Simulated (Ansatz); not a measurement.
Mn: a sweep of one setting

```
CELL_PARAMETERS angstrom
0.00000 2.47574 2.47574
2.47574 0.00000 2.47574
2.47574 2.47574 0.00000
ATOMIC_POSITIONS crystal
Mn 0.00000 0.00000 0.00000
Mn 0.25000 0.25000 0.25000
```

Atom numbers follow the list: Mn1, Mn2.

The cell was built from the diamond type and relaxed in the same program, and has space group Fd-3m; it needn't be a known or the stable phase.

The magnetic state is the one reached from the start moments; no search over orders was made, so it needn't be the ground state.

Computed with DFT, PBE, all-electron LAPW, scalar-relativistic in Ansatz 0.2.0.

Sampling and basis: a Γ-centred 13×13×13 k mesh, Fermi–Dirac smearing of 0.05 eV, basis error target 0.5 meV/atom, spin-polarised from start moments Mn1 4, Mn2 4 μB. One setting is then changed at a time.

| LAPW cutoff (eV) | free energy less the base's (meV/atom) | P (GPa) |
| --- | --- | --- |
| 454 (base) | 0.0 | 8.20 |
| 220 | 56.3 | 8.71 |
| 260 | 18.8 | 8.36 |
| 500 | -0.1 | 8.20 |
